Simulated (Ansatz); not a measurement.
## B: before and after

The calculation used Ansatz, DFT PBEsol, scalar-relativistic, plane waves, PAW. Settings: cutoff 420 eV, Γ-centred meshes no coarser than 0.19 Å⁻¹ for metals and 0.3 Å⁻¹ for insulators (2π included), Gaussian smearing.

The start was the iodine type (Cmce, No. 64), relaxed within its symmetry, which ended in Fmmm (No. 69). A cell of 8 atoms (4 times the primitive one) was then disturbed at random, relaxed without symmetry and relaxed once more on a fine mesh. The k mesh leaves about 4 meV/atom of noise in metals.

Before:

```
B
1.0
     0.00000    1.68286    2.69754
     1.47006    0.00000    2.69754
     1.47006    1.68286    0.00000
B
2
Direct
  0.15684 0.15684 0.84316
  0.84316 0.84316 0.15684
```

After:

```cif
data_structure
_symmetry_space_group_name_H-M 'C2/m'
_symmetry_Int_Tables_number 12
_cell_length_a 3.2491
_cell_length_b 5.1066
_cell_length_c 1.8479
_cell_angle_alpha 90.000
_cell_angle_beta 120.091
_cell_angle_gamma 90.000
_cell_volume 26.53
loop_
_atom_site_label
_atom_site_type_symbol
_atom_site_symmetry_multiplicity
_atom_site_Wyckoff_symbol
_atom_site_fract_x
_atom_site_fract_y
_atom_site_fract_z
_atom_site_occupancy
B1 B 4 h 0.00000 0.83031 0.50000 1
```

Question: Is this a distortion of the same structure or a reconstruction, and what lowers the energy?

Answer: A reconstruction, from Fmmm (No. 69) to C2/m (No. 12). Each B has on average 7 B contacts in place of 5, longer on average (1.83 → 1.85 Å).

Question: What does it gain?

Answer: 198 meV/atom, with the volume going from 6.67 to 6.63 Å³/atom.

This form isn't the element's structure at ambient conditions.